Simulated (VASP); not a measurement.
# GeSe (Pnma) in VASP: single point with PBE+D3(BJ)

Aim: the single point of GeSe with PBE+D3(BJ).

Program: VASP 6.6.1. These are calculated values, not measurements. Logs are shortened: lines on timing, memory, paths and dates and some standing lists are left out, and cuts for length are marked.

## Step 1: The crystal as given

Symmetry: Pnma, No. 62, orthorhombic system. Conventional cell: a = 10.833 Å, b = 3.835 Å, c = 4.395 Å, α = 90.00°, β = 90.00°, γ = 90.00°. Ge (site symmetry m) is surrounded by 3 Se at 2.57 to 2.58 Å. Se (site symmetry m) is surrounded by 3 Ge at 2.57 to 2.58 Å.

## Step 2: Single point, PBE+D3(BJ)

The input, INCAR:

```
SYSTEM = GeSe
PREC = Accurate
ENCUT = 520
EDIFF = 1E-7
ISMEAR = 0
SIGMA = 0.1
LREAL = .False.
LASPH = .True.
NELM = 100
ALGO = Fast
ISIF = 2
LWAVE = .False.
LCHARG = .False.
GGA = PE
IVDW = 12
NBANDS = 50
```

The input, KPOINTS:

```
regular mesh
0
Gamma
  2 6 4
  0 0 0
```

The input, POSCAR:

```
GeSe
1.0
   10.8330000000      0.0000000000      0.0000000000
    0.0000000000      3.8355000000      0.0000000000
    0.0000000000      0.0000000000      4.3954000000
Ge Se
4 4
Direct
    0.3789900000      0.7500000000      0.6113000000
    0.1210100000      0.2500000000      0.1113000000
    0.8789900000      0.7500000000      0.8887000000
    0.6210100000      0.2500000000      0.3887000000
    0.1465000000      0.7500000000      0.4976000000
    0.3535000000      0.2500000000      0.9976000000
    0.6465000000      0.7500000000      0.0024000000
    0.8535000000      0.2500000000      0.5024000000
```

Potentials or basis: VASP PAW PBE potentials, release 64 (Ge_d, Se).

The run is started by

```console
$ cat potpaw_PBE.64/Ge_d/POTCAR potpaw_PBE.64/Se/POTCAR > POTCAR
$ mpirun -np 1 vasp_std > vasp.out
```

OUTCAR:

```text
SYSTEM = GeSe
   PREC = Accurate
   ENCUT = 520
   EDIFF = 1E-7
   ISMEAR = 0
   LREAL = .False.
   LASPH = .True.
   NELM = 100
   ISIF = 2
   GGA = PE
   IVDW = 12
 IVDW          = 12

 ion  position               nearest neighbor table
   1  0.379  0.750  0.611-   5 2.57   6 2.58   6 2.58
   2  0.121  0.250  0.111-   6 2.57   5 2.58   5 2.58
   3  0.879  0.750  0.889-   7 2.57   8 2.58   8 2.58
   4  0.621  0.250  0.389-   8 2.57   7 2.58   7 2.58
   5  0.147  0.750  0.498-   1 2.57   2 2.58   2 2.58
   6  0.353  0.250  0.998-   2 2.57   1 2.58   1 2.58
   7  0.647  0.750  0.002-   3 2.57   4 2.58   4 2.58
   8  0.853  0.250  0.502-   4 2.57   3 2.58   3 2.58

  LATTYP: Found a simple orthorhombic cell.
 ALAT       =     3.8355000000
 B/A-ratio  =     1.1459783601
 C/A-ratio  =     2.8244035980

  Lattice vectors:

 A1 = (   0.0000000000,   3.8355000000,   0.0000000000)
 A2 = (   0.0000000000,   0.0000000000,   4.3954000000)
 A3 = (  10.8330000000,   0.0000000000,   0.0000000000)

Analysis of symmetry for initial positions (statically):
=====================================================================
 Subroutine PRICEL returns:
 Original cell was already a primitive cell.

 Routine SETGRP: Setting up the symmetry group for a
 simple orthorhombic supercell.

 Subroutine GETGRP returns: Found  8 space group operations
 (whereof  2 operations were pure point group operations)
 out of a pool of  8 trial point group operations.

The static configuration has the point symmetry S_2 .
 The point group associated with its full space group is D_2h.

Analysis of symmetry for dynamics (positions and initial velocities):
=====================================================================
 Subroutine PRICEL returns:
 Original cell was already a primitive cell.

 Routine SETGRP: Setting up the symmetry group for a
 simple orthorhombic supercell.

 Subroutine GETGRP returns: Found  8 space group operations
 (whereof  2 operations were pure point group operations)
 out of a pool of  8 trial point group operations.

The dynamic configuration has the point symmetry S_2 .
 The point group associated with its full space group is D_2h.

 Subroutine INISYM returns: Found  8 space group operations
 (whereof  2 operations are pure point group operations),
 and found     1 'primitive' translations

----------------------------------------------------------------------------------------

                                     Primitive cell

  volume of cell :     182.6287

  direct lattice vectors                    reciprocal lattice vectors
    10.833000000  0.000000000  0.000000000     0.092310533  0.000000000  0.000000000
     0.000000000  3.835500000  0.000000000     0.000000000  0.260722200  0.000000000
     0.000000000  0.000000000  4.395400000     0.000000000  0.000000000  0.227510579

  length of vectors
    10.833000000  3.835500000  4.395400000     0.092310533  0.260722200  0.227510579

  position of ions in fractional coordinates (direct lattice)
     0.378990000  0.750000000  0.611300000
     0.121010000  0.250000000  0.111300000
     0.878990000  0.750000000  0.888700000
     0.621010000  0.250000000  0.388700000
     0.146500000  0.750000000  0.497600000
     0.353500000  0.250000000  0.997600000
     0.646500000  0.750000000  0.002400000
     0.853500000  0.250000000  0.502400000

  ion indices of the primitive-cell ions
   primitive index   ion index
                 1           1
                 2           2
                 3           3
                 4           4
                 5           5
                 6           6
                 7           7
                 8           8

----------------------------------------------------------------------------------------

 KPOINTS: regular mesh

Automatic generation of k-mesh.
 Grid dimensions read from file:
 generate k-points for:    2    6    4

 Generating k-lattice:

  Cartesian coordinates                     Fractional coordinates (reciprocal lattice)
     0.046155266  0.000000000  0.000000000     0.500000000  0.000000000  0.000000000
     0.000000000  0.043453700  0.000000000     0.000000000  0.166666667  0.000000000
     0.000000000  0.000000000  0.056877645     0.000000000  0.000000000  0.250000000

  Length of vectors
     0.046155266  0.043453700  0.056877645

  Shift w.r.t. Gamma in fractional coordinates (k-lattice)
     0.000000000  0.000000000  0.000000000

 Subroutine IBZKPT returns following result:
 ===========================================

 Found     24 irreducible k-points:

 Following reciprocal coordinates:
            Coordinates               Weight
  0.000000  0.000000  0.000000      1.000000
  0.500000  0.000000  0.000000      1.000000
  0.000000  0.166667  0.000000      2.000000
  0.500000  0.166667  0.000000      2.000000
  0.000000  0.333333  0.000000      2.000000
  0.500000  0.333333  0.000000      2.000000
[... 16 lines left out ...]
  0.000000  0.500000  0.500000      1.000000
  0.500000  0.500000  0.500000      1.000000
   k-points           NKPTS =     24   k-points in BZ     NKDIM =     24   number of bands    NBANDS=     50
   number of dos      NEDOS =    301   number of ions     NIONS =      8
   total plane-waves  NPLWV =  90720
   dimension x,y,z NGX =    84 NGY =   30 NGZ =   36
   dimension x,y,z NGXF=   168 NGYF=   60 NGZF=   72
   ions per type =               4   4
   NGX,Y,Z   is equivalent  to a cutoff of  12.89, 13.00, 13.62 a.u.
   NGXF,Y,Z  is equivalent  to a cutoff of  25.78, 26.01, 27.23 a.u.
 SYSTEM =  GeSe
   PREC   = accura    normal or accurate (medium, high low for compatibility)
   ISTART =      0    job   : 0-new  1-cont  2-samecut
   ICHARG =      2    charge: 1-file 2-atom 10-const
   ISPIN  =      1    spin polarized calculation?
   LNONCOLLINEAR =      F non collinear calculations
   LSORBIT =      F    spin-orbit coupling
   LASPH  =      T    aspherical Exc in radial PAW
   ENCUT  =  520.0 eV  38.22 Ry    6.18 a.u.  20.14  7.13  8.17*2*pi/ulx,y,z
   NELM   =    100;   NELMIN=  2; NELMDL= -5     # of ELM steps
   EDIFF  = 0.1E-06   stopping-criterion for ELM
   LREAL  =      F    real-space projection
   EDIFFG = 0.1E-05   stopping-criterion for IOM
   NSW    =      0    number of steps for IOM
   IBRION =     -1    ionic relax: 0-MD 1-quasi-New 2-CG
   NFREE  =      0    steps in history (QN), initial steepest desc. (CG)
   ISIF   =      2    stress and relaxation
   ISYM   =      2    0-nonsym 1-usesym 2-fastsym
   POTIM  = 0.5000    time-step for ionic-motion
   TEBEG  =    0.0;   TEEND  =   0.0 temperature during run
   PSTRESS=    0.0 pullay stress
   NELECT =      80.0000    total number of electrons
   NUPDOWN=      -1.0000    fix difference up-down
   EMIN   =  10.00;   EMAX   =-10.00  energy-range for DOS
   EFERMI =   0.00;   METHOD = LEGACY
   ISMEAR =     0;   SIGMA  =   0.10  broadening in eV -4-tet -1-fermi 0-gaus
   EFERMI_NEDOS =   21; number of points for ismear=-14 and -15
   IALGO  =     68    algorithm
   IMIX   =      4    mixing-type and parameters
     AMIX     =   0.40;   BMIX     =  1.00
     AMIX_MAG =   1.60;   BMIX_MAG =  1.00
  volume/ion in A,a.u.               =      22.83       154.05
  Fermi-wavevector in a.u.,A,eV,Ry     =   1.243317  2.349528 21.032383  1.545837
  Thomas-Fermi vector in A             =   2.377633
   LORBIT       =      0    0 simple, 1 ext, 2 COOP (PROOUT), +10 PAW based schemes
   GGA     = PE    functional components
   LHFCALC =     F    Hartree Fock is set to
   AEXX    =    0.0000 exact exchange contribution
   IVDW    =    12    specifies the selected vdW correction
   LEPSILON=     F    determine dielectric tensor
   LRPA    =     F    only Hartree local field effects (RPA)
 non-spin polarized calculation
 RMM-DIIS sequential band-by-band and
 Gauss-broadening in eV      SIGMA  =   0.10
  energy-cutoff  :      520.00
  volume of cell :      182.63
 maximum number of plane-waves:      4944
 NGX is ok and might be reduce to    84
   NGX = 41   NGY = 15   NGZ = 17

 number of electron      80.0000014 magnetization

 Free energy of the ion-electron system (eV)
  ---------------------------------------------------
  ext. energy  EPLUGINS =         0.00000000
  ---------------------------------------------------
  free energy    TOTEN  =       -33.77565176 eV

  energy without entropy =      -33.77565176  energy(sigma->0) =      -33.77565176

 E-fermi :   4.6992     XC(G=0):  -9.9642

 val. band max:        4.3024723378   @ k =   0.0000   0.0000   0.0000
 cond. band min:       5.0978866196   @ k =   0.0000   0.0000   0.0000
 fundamental gap:      0.7954142818
 Fermi energy:         4.6991916240

 k-point     1 :       0.0000    0.0000    0.0000
  band No.  band energies     occupation
      1     -20.1447      2.00000
      2     -20.1419      2.00000
      3     -20.1395      2.00000
      4     -20.1395      2.00000
      5     -20.1381      2.00000
      6     -20.1380      2.00000
[... 42 lines left out ...]
     49       9.3614      0.00000
     50      10.0481      0.00000

 k-point     2 :       0.5000    0.0000    0.0000
  band No.  band energies     occupation
      1     -20.1435      2.00000
      2     -20.1435      2.00000
      3     -20.1391      2.00000
      4     -20.1391      2.00000
      5     -20.1384      2.00000
      6     -20.1384      2.00000
[... 42 lines left out ...]
     49       9.6104      0.00000
     50       9.8109      0.00000

 k-point     3 :       0.0000    0.1667    0.0000
  band No.  band energies     occupation
      1     -20.1428      2.00000
      2     -20.1417      2.00000
      3     -20.1407      2.00000
      4     -20.1393      2.00000
      5     -20.1376      2.00000
      6     -20.1376      2.00000
[... 1102 lines left out ...]
     49       9.9997      0.00000
     50       9.9999      0.00000

 k-point    24 :       0.5000    0.5000    0.5000
  band No.  band energies     occupation
      1     -20.1453      2.00000
      2     -20.1453      2.00000
      3     -20.1453      2.00000
      4     -20.1453      2.00000
      5     -20.1330      2.00000
      6     -20.1330      2.00000
[... 42 lines left out ...]
     49      11.2700      0.00000
     50      11.3299      0.00000

------------------------ aborting loop because EDIFF is reached ----------------------------------------

 Edisp (eV)   -2.87694

 E8    (eV) :    -1.2351

  FORCE on cell =-STRESS in cart. coord.  units (eV):
  Direction    XX          YY          ZZ          XY          YZ          ZX
  --------------------------------------------------------------------------------------
  -------------------------------------------------------------------------------------
  Total       3.04883     3.10882     2.64511     0.00000     0.00000     0.00000
  in kB      26.74693    27.27324    23.20518     0.00000     0.00000     0.00000
  external pressure =       25.74 kB  Pullay stress =        0.00 kB

 VOLUME and BASIS-vectors are now :
 -----------------------------------------------------------------------------
  energy-cutoff  :      520.00
  volume of cell :      182.63
      direct lattice vectors                 reciprocal lattice vectors
    10.833000000  0.000000000  0.000000000     0.092310533  0.000000000  0.000000000
     0.000000000  3.835500000  0.000000000     0.000000000  0.260722200  0.000000000
     0.000000000  0.000000000  4.395400000     0.000000000  0.000000000  0.227510579

 POSITION                                       TOTAL-FORCE (eV/Angst)
 -----------------------------------------------------------------------------------
      4.10560      2.87663      2.68691         0.026240     -0.000000     -0.066177
      1.31090      0.95888      0.48921        -0.026240      0.000000     -0.066177
      9.52210      2.87663      3.90619         0.026240      0.000000      0.066177
      6.72740      0.95888      1.70849        -0.026240     -0.000000      0.066177
      1.58703      2.87663      2.18715        -0.080120     -0.000000      0.074699
      3.82947      0.95888      4.38485         0.080120      0.000000      0.074699
      7.00353      2.87663      0.01055        -0.080120     -0.000000     -0.074699
      9.24597      0.95888      2.20825         0.080120     -0.000000     -0.074699
 -----------------------------------------------------------------------------------
    total drift:                                0.000000      0.000000     -0.000000

  FREE ENERGIE OF THE ION-ELECTRON SYSTEM (eV)
  ---------------------------------------------------
  free  energy   TOTEN  =       -36.6525869625 eV

  energy  without entropy=      -36.6525869621  energy(sigma->0) =      -36.65258696
```

It took 2.1 min on 1 thread of Intel Xeon Platinum 8559C (Emerald Rapids), shared host; peak memory 0.38 GiB.

What came out:

```yaml
Free_energy: -36.6526 eV
Pressure: 2.6 GPa
Largest_force: 0.110 eV/Å
Band_gap_on_the_k_mesh: 0.80 eV, direct
Dispersion_energy_per_atom: -0.360 eV
```

Forces in eV/Å, atoms in the order of the input:
```
Ge   0.026  0.000 -0.066
Ge  -0.026  0.000 -0.066
Ge   0.026  0.000  0.066
Ge  -0.026  0.000  0.066
Se  -0.080  0.000  0.075
Se   0.080  0.000  0.075
Se  -0.080  0.000 -0.075
Se   0.080  0.000 -0.075
```

A k mesh can miss the band edges.
